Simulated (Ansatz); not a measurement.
Input and command of a plane-wave DFT calculation in Ansatz:

```yaml
crystal:
  lattice:
    - [4.6083540236, 0.0, 0.0]
    - [-2.3041770118, 3.9909516541, 0.0]
    - [0.0, 0.0, 5.7811787542]
  atoms:
    - { symbol: Sc, position: [0.0, 0.0, 0.0] }
    - { symbol: Sc, position: [0.0, 0.0, 0.5] }
    - { symbol: Sc, position: [0.3333333333, 0.6666666667, 0.75] }
    - { symbol: Sc, position: [0.6666666667, 0.3333333333, 0.25] }
    - { symbol: Al, position: [0.3333333333, 0.6666666667, 0.25] }
    - { symbol: Al, position: [0.6666666667, 0.3333333333, 0.75] }
basis:
  ecutwfc: 420
kpoints:
  mp_grid: { grid: [12, 12, 8] }
hamiltonian:
  xc: pbesol
scf:
  occupations: { method: gaussian, width: 0.15 }
output:
  forces: true
  stress: true
  eigenvalues: true
```

```bash
ansatz run input.yaml --threads 2 --pin off --max-ram 5120MiB --backend cpu --events-out ev --progress --plain --runs-dir out
```

Processor: Intel(R) Xeon(R) Platinum 8259CL CPU @ 2.50GHz (Skylake/Cascade Lake), 2 threads, on a host shared with other jobs.

How long does it run, and how much memory does it take?

About 7.9 s on 2 threads of Intel(R) Xeon(R) Platinum 8259CL CPU @ 2.50GHz (Skylake/Cascade Lake) (shared host), peak memory 0.59 GiB. It solves 31 bands at 95 k points (the mesh reduced by symmetry) with about 2101 plane waves, in 6 SCF iterations.
